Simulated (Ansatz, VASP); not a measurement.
ZnCu: VASP beside Ansatz

```xyz
2
Lattice="2.8854 0.0000 0.0000 0.0000 2.8854 0.0000 0.0000 0.0000 2.8854" Properties=species:S:1:pos:R:3 pbc="T T T"
Zn    1.4427    1.4427    1.4427
Cu    0.0000    0.0000    0.0000
```

Change from the starting cell: volume scaled by 0.9405.

Alike in both runs: task single point; functional PBE; k mesh 14 × 14 × 14; occupations fermi-dirac, width 0.05 eV; no spin polarisation.

|  | VASP | Ansatz |
| --- | --- | --- |
| version | VASP 6.6.1 | Ansatz 0.2.0 |
| potentials or method | VASP PAW PBE potentials, release 64 (Zn, Cu), cutoff 520 eV | all-electron LAPW, scalar-relativistic |

|  | VASP | Ansatz | Ansatz less VASP |
| --- | --- | --- | --- |
| pressure (GPa) | 11.8 | 11.2 | -0.59 |

Ansatz ran all-electron here, so the differences hold the error of VASP's frozen core and of both bases.
